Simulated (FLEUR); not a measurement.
Runs of FLEUR MaX-R8.1 (later development tree) on Fe2Ge. It takes space group P6/mmm (No. 191, hexagonal). The conventional cell has a = 4.164 Å, b = 4.164 Å, c = 2.626 Å, α = 90.00°, β = 90.00°, γ = 120.00°. Ge (site symmetry 6/mmm) has 2 Ge at 2.63 Å and 12 Fe at 2.74 Å as nearest neighbours. Fe (site symmetry -6m2) is surrounded by 5 Fe at 2.40 to 2.63 Å and 6 Ge at 2.74 Å. The cell comes from a database or a generator and needn't be the stable form of this composition.

```tsv
task	level	spin	k mesh	gmax	muffin-tin radii	max iterations	mixing factor	mixer	kmax	moment (μB)
band structure	PBEsol	collinear, ferromagnetic start	7 × 7 × 10	14.5 1/bohr	Ge 2.3, Fe 2.1 bohr	60	0.05	Anderson	4.67 1/bohr	5.05
single point	PBEsol	collinear, ferromagnetic start	7 × 7 × 10	14.9 1/bohr	Ge 2.23, Fe 2.04 bohr	60	0.05	Anderson	4.8 1/bohr	5.05
band structure	PBEsol	collinear, ferromagnetic start, SOC	5 × 5 × 8	14.5 1/bohr	Ge 2.3, Fe 2.1 bohr	60	0.05	Anderson	4.67 1/bohr	5.02
band structure	r2SCAN	collinear, ferromagnetic start	7 × 7 × 10	14.5 1/bohr	Ge 2.3, Fe 2.1 bohr	80	0.05	Anderson	4.67 1/bohr	(a)
```

Alike in all rows: potentials or basis all-electron, FLAPW; cell as given; smearing fermi-dirac 0.05 eV.

**Question.** Fill in the values left out.

**Answer.** (a) 5.53.

Caveats: spin-orbit coupling is added in second variation on a limited number of bands (some runs); the meta-GGA is that of a development version, with a GGA for the radial functions and cores and without core tails (some runs).

Not every run made on this cell is shown here.
